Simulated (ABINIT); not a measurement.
# CoO: single point with PBEsol

CoO:

```
Co O
1.0
     0.00000    2.13150    2.13150
     2.13150    0.00000    2.13150
     2.13150    2.13150    0.00000
Co O
1 1
Direct
  0.00000 0.00000 0.00000
  0.50000 0.50000 0.50000
```

| Quantity | Value |
| --- | --- |
| Program | ABINIT 10.8.3 (patched build) |
| Task | single point |
| Functional | PBEsol |
| Potentials or basis | JTH PAW PBE v2.0 |
| Cutoff | 707 eV |
| k mesh | 11 × 11 × 11 |
| Occupations | fermi-dirac, width 0.05 eV |
| Spin | collinear spin, ferromagnetic start |
| Starting moments | [2.0, 0.0] μB |
| Fine-grid cutoff | 1306.15 eV |

- Pressure: -11.0 GPa
- Band gap on the k mesh: none (metal or under the smearing width)
- Net moment: 2.95 μB per cell
- Site moments: Co +2.58; O +0.30 μB
- Valence electrons inside the program's atomic spheres: Co 15.26; O 4.48

Levels at points of the mesh, in eV from the Fermi level:
Spin up:
```
           k point  band 9  band 10  band 11  band 12  band 13  band 14  band 15  band 16
(0.00, 0.00, 0.00)   -3.27    -3.27    -3.17    -3.17    -3.17     0.74    16.44    17.75
```
Spin down:
| k point | band 6 | band 7 | band 8 | band 9 | band 10 | band 11 | band 12 | band 13 | band 14 | band 15 |
| --- | --- | --- | --- | --- | --- | --- | --- | --- | --- | --- |
| (0.00, 0.00, 0.00) | -2.66 | -2.66 | -2.66 | -1.11 | -1.11 | -1.11 | -0.12 | -0.12 | 1.30 | 16.37 |

Wall time 75 s on 1 thread of Intel(R) Xeon(R) 6975P-C (Granite Rapids) (shared host), peak memory 0.17 GiB.

Caveat: the PAW data sets were made with another functional, which shifts forces and pressure a little; a cell with one magnetic atom can't hold antiferromagnetic order, which such compounds often take; semilocal functionals often make such compounds metallic where correlation or magnetic order opens a gap, which also shifts bond lengths. With open d or f shells a metallic result of PBEsol can be an artefact of self-interaction; +U or a hybrid may open a gap.
